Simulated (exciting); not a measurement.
Al: equation of state with LDA-GL

Crystal: Al.

```xyz
2
Lattice="2.8125 0.0000 0.0000 -1.4062 2.4357 0.0000 0.0000 0.0000 4.8669" Properties=species:S:1:pos:R:3 pbc="T T T"
Al    0.0000    1.6238    1.2167
Al    1.4062    0.8119    3.6501
```

This isn't the form of Al at room conditions, which is fcc.

| Quantity | Value |
| --- | --- |
| Program | exciting (release sodium) |
| Task | equation of state |
| Functional | LDA-GL |
| Potentials or basis | all-electron LAPW+lo, shipped species files, valence relativity iora* |
| rgkmax | 7.5 |
| k mesh | 9 × 9 × 5 |
| Occupations | gaussian, width 0.01 eV |
| Spin | no spin polarisation |

* Equilibrium volume: outside the volumes run

Energy against volume, from the lowest point:
| volume (Å³/atom) | energy (meV/atom) |
| --- | --- |
| 15.669 | 0.00 |
| 16.003 | 2.15 |
| 16.336 | 7.94 |
| 16.669 | 16.23 |
| 17.003 | 27.96 |
| 17.336 | 42.14 |
| 17.670 | 58.39 |

Caveat: the minimum lies outside the volumes run.
